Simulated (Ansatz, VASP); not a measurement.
MgS: VASP beside Ansatz

File INCAR:

```
SYSTEM = MgS
ALGO = Normal
EDIFF = 1E-7
ENCUT = 520
GGA = PE
ISIF = 2
ISMEAR = -1
LASPH = .True.
LCHARG = .False.
LREAL = .False.
LWAVE = .False.
NBANDS = 11
NELM = 80
PREC = Accurate
SIGMA = 0.02
```

Contents of KPOINTS:

```
k-points
0
Gamma
  8 8 8
  0 0 0
```

File POSCAR:

```
MgS
1.0
   -0.0326539317      2.8265316779      2.8265316779
    2.8265316779     -0.0326539317      2.8265316779
    2.8265316779      2.8265316779     -0.0326539317
Mg S
1 1
Direct
   -0.0010537180     -0.0010537180     -0.0010537180
    0.2510537180      0.2510537180      0.2510537180
```

Input for Ansatz:

```yaml
crystal:
  lattice:
    - [-0.0326539317, 2.8265316779, 2.8265316779]
    - [2.8265316779, -0.0326539317, 2.8265316779]
    - [2.8265316779, 2.8265316779, -0.0326539317]
  atoms:
    - { symbol: Mg, position: [-0.001053718, -0.001053718, -0.001053718] }
    - { symbol: S, position: [0.251053718, 0.251053718, 0.251053718] }
kpoints:
  mp_grid: { grid: [8, 8, 8] }
  band_path:
    path:
      - [0.0, 0.0, 0.0]
      - [-0.5, -0.5, 0.0]
      - [-0.375, -0.375, 0.25]
      - [-0.375, 0.0, 0.375]
      - [0.0, 0.0, 0.5]
      - [-0.5, -0.25, 0.25]
    npoints: 1
hamiltonian:
  xc: pbe
scf:
  occupations: { method: fermi_dirac, width: 0.02 }
  n_extra_bands: 4
output:
  forces: true
  stress: true
  eigenvalues: true
  write_density: true
  write_potential: true
  elf: true
  volumetric_format: npy
```

Change from the starting cell: epitaxial_111 strain +1.0%.

Alike in both runs: task single point; functional PBE; k mesh 8 × 8 × 8; occupations fermi-dirac, width 0.02 eV; no spin polarisation.

|  | VASP | Ansatz |
| --- | --- | --- |
| version | VASP 6.6.1 | Ansatz 0.2.0 |
| potentials or method | VASP PAW PBE potentials, release 64 (Mg, S) | plane waves, PAW |
| plane-wave cutoff (eV) | 520 | 420 |
| valence electrons in the cell | 8 | 16 |

VASP gave:

- gap on the k mesh at the Fermi level (eV): 3.33
- pressure (GPa): 0.2
- largest component of the traceless stress (GPa): 0.35
- rms of the force components (eV/Å): 0.003

**Question.** Which values does Ansatz return?

**Answer.** gap on the k mesh at the Fermi level (eV): 3.34; pressure (GPa): 0.3; largest component of the traceless stress (GPa): 0.34; rms of the force components (eV/Å): 0.003.

Atom by atom the forces differ by 0.000 eV/Å (rms over components). The two sets of potentials don't hold the same shells in valence.
